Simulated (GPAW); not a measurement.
Input of a GPAW 26.7.0 run:

run.py

```python
from ase.eos import EquationOfState
from ase.io import Trajectory, read
from ase.units import GPa
from gpaw import GPAW, PW

atoms = read('SrO.cif')

traj = Trajectory('eos.traj', 'w')
volumes, energies = [], []
for x in [0.94, 0.96, 0.98, 1.0, 1.02, 1.04, 1.06]:
    a = atoms.copy()
    a.set_cell(atoms.cell * x**(1 / 3), scale_atoms=True)
    calc = GPAW(mode=PW(800),
                xc={'name': 'optPBE-vdW', 'backend': 'libvdwxc'},
                kpts={'size': (7, 7, 7), 'gamma': True},
                occupations={'name': 'fermi-dirac', 'width': 0.05},
                nbands=16,
                convergence={'density': 1e-05, 'energy': 1e-05},
                maxiter=150,
                txt=f'eos-{x:.2f}.txt')
    a.calc = calc
    energies.append(a.get_potential_energy(force_consistent=True))
    volumes.append(a.get_volume())
    calc.write(f'eos-{x:.2f}.gpw')
    traj.write(a)
    print(f'{x:.2f} {volumes[-1]:10.4f} A^3 {energies[-1]:14.6f} eV', flush=True)

v0, e0, B = EquationOfState(volumes, energies, eos='birchmurnaghan').fit()
print(f'V0 = {v0:.4f} A^3, E0 = {e0:.6f} eV, B0 = {B / GPa:.2f} GPa')
```

The input SrO.cif:

```cif
data_SrO
_cell_length_a 3.62929627
_cell_length_b 3.62929627
_cell_length_c 3.62929627
_cell_angle_alpha 60.00000000
_cell_angle_beta 60.00000000
_cell_angle_gamma 60.00000000
_space_group_name_H-M_alt 'P1'
_space_group_name_Hall 'P 1'
_space_group_IT_number 1
loop_
_space_group_symop_operation_xyz
'x,y,z'
loop_
_atom_site_label
_atom_site_type_symbol
_atom_site_symmetry_multiplicity
_atom_site_Wyckoff_symbol
_atom_site_fract_x
_atom_site_fract_y
_atom_site_fract_z
_atom_site_occupancy
Sr1 Sr 1 a 0.5000000000 0.5000000000 0.5000000000 1
O1 O 1 a 0.0000000000 0.0000000000 0.0000000000 1
```

Potentials or basis: GPAW PAW data sets (gpaw-data 1.2.1), pw.

Run with:

```sh
$ OMP_NUM_THREADS=1 python run.py
```

Problem. What does it give for the bulk modulus?

Solution. 85 GPa.

Problem. What does it give for the equilibrium volume?

Solution. 17.68 Å³/atom.

Problem. Predict the pressure derivative of the bulk modulus.

Solution. 4.6 (rough: it moves with the points fitted).

Energy against volume, from the lowest point:
```csv
volume (Å³/atom),energy (meV/atom)
15.887,59.03
16.225,37.36
16.563,21.11
16.901,9.79
17.239,2.92
17.577,0.00
17.915,0.58
```

Caveat: the PAW data sets were made with another functional, which shifts forces and pressure a little. Zero-point motion and thermal expansion aren't in these numbers.
